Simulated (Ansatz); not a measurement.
Start from BeO in the wurtzite structure (space group P6_3mc, No. 186; a = 2.6905 Å, c = 4.3699 Å).

The change: electron doping at 5.0×10^21 cm⁻³ (0.137 per cell), with a uniform compensating background at fixed cell and a 300 K Fermi–Dirac width.

Calculations: Ansatz (a program for electronic structure) r2SCAN, spin-orbit coupling left out.

Base, band edges from the VBM (valence, conduction): K -2.46, 10.01; H -1.30, 12.65; M -0.95, 10.73; L -1.77, 10.00; A -0.55, 10.90; Γ 0.00, 8.55 eV.

**Question.** Give the band edges at the high-symmetry points of the new zone, measured from its valence-band maximum.

**Answer.** 
```csv
point,valence edge (eV),conduction edge (eV)
Γ,0.00,8.47
M,-0.96,10.65
K,-2.48,9.92
A,-0.55,10.83
L,-1.78,9.91
H,-1.31,12.58
```

The gap is 8.47 eV, direct at Γ.

Charged cell with a jellium background: band edges are those of the host's band count, energies are not comparable with the neutral cell, and many-body gap narrowing is missing. Stability against distortions was not tested.
